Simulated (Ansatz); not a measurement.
BaS (rocksalt), relaxed with r2SCAN in Ansatz. It is cubic, Fm-3m (No. 225); a = 6.424 Å in the conventional setting, 33.13 Å³ an atom. Ba has 6 S at 3.21 Å; S has 6 Ba at 3.21 Å.

The axes x, y and z are those of this cell:
```
Ba S
1.0
     0.00000    3.21180    3.21180
     3.21180    0.00000    3.21180
     3.21180    3.21180    0.00000
Ba S
1 1
Direct
  0.00000 0.00000 0.00000
  0.50000 0.50000 0.50000
```

Unstrained: The PBE gap is indirect, 2.230 eV (Γ to X), below the direct gap of 2.345 eV at X. The r2SCAN gap is indirect, 2.578 eV (Γ to X), below the direct gap of 2.692 eV at X. With HSE06 the valence top lies at Γ and the conduction bottom at X, 3.138 eV higher; the smallest vertical gap, at X, is 3.277 eV. Meshes: PBE 8×8×8, r2SCAN 8×8×8, HSE06 6×6×6. Strains are changes of length per length. After each strain the atoms were relaxed again with r2SCAN within the symmetry that the strain leaves, so tilts or polar shifts that break it weren't tested; points keep the names that they have in the unstrained zone. The values are computed, spin-unpolarised, and not measurements.

Question: Apply uniaxial -0.31 % along [111], other directions held. How far does the gap move, against the unstrained cell?

Answer: PBE: the gap goes from 2.230 to 2.221 eV (-0.009 eV). r2SCAN: the gap goes from 2.578 to 2.568 eV (-0.010 eV). HSE06: the gap goes from 3.138 to 3.128 eV (-0.010 eV). The r2SCAN energy rises by 0.1 meV an atom.

Question: One strain changed the r2SCAN stress by xx -3.10, yy -3.10, zz -1.12 GPa (compression positive) and the gap by +0.013 eV (PBE), +0.004 eV (r2SCAN), +0.014 eV (HSE06). Which kind of strain was it, and roughly how large?

Answer: Biaxial +3.35 % in x and y, z held. The pattern of the stress gives the kind; the size needs the stiffness, so it is an estimate.

Question: For epitaxial -1.13 % in the xy plane, how far does the free direction move, and what happens to the gap?

Answer: The normal strain at zero normal stress is +0.44 %, 0.39 of the in-plane strain with the sign turned. PBE: the gap goes from 2.230 to 2.185 eV (-0.045 eV); with r2SCAN the top three valence levels at Γ, degenerate before, become 2+1 from the top over 49 meV. r2SCAN: the gap goes from 2.578 to 2.530 eV (-0.048 eV). HSE06: the gap goes from 3.138 to 3.093 eV (-0.045 eV).

Spin-orbit coupling is left out.

The meshes of the hybrids are coarse, so their gaps aren't converged to the digits shown.

The splittings at Γ are without spin-orbit coupling, which regroups them where it is of like size or larger.
